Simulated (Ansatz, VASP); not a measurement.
**One calculation of Ir, two programs**

```
Ir
1.0
     0.00000    1.90522    2.05821
     1.90522    0.00000    2.05821
     1.90522    1.90522    0.00000
Ir
1
Direct
  0.00000 0.00000 0.00000
```

Alike in both runs: task single point; functional LDA; k mesh 22 × 22 × 22; occupations gaussian, width 0.15 eV; no spin polarisation.

|  | VASP | Ansatz |
| --- | --- | --- |
| version | VASP 6.6.1 | Ansatz 0.2.0 |
| potentials or method | VASP PAW LDA potentials, release 64 (Ir) | scalar-relativistic, plane waves, PAW |
| plane-wave cutoff (eV) | 520 | 420 |
| valence electrons in the cell | 9 | 17 |

|  | VASP | Ansatz | Ansatz less VASP |
| --- | --- | --- | --- |
| gap on the k mesh at the Fermi level (eV) | none | none | - |
| pressure (GPa) | -22.2 | -24.2 | -1.96 |
| largest component of the traceless stress (GPa) | 16.39 | 16.45 | +0.060 |

A gap of «none» marks a metal or a gap that the smearing closes. The two sets of potentials don't hold the same shells in valence. Ansatz warned: «pseudo_functional_mismatch».

Caveats: so large a pressure means that the cell lies far from this level's equilibrium, or that cutoff or potentials fall short (VASP). Spin-orbit coupling is left out, which matters for the levels of Ir.
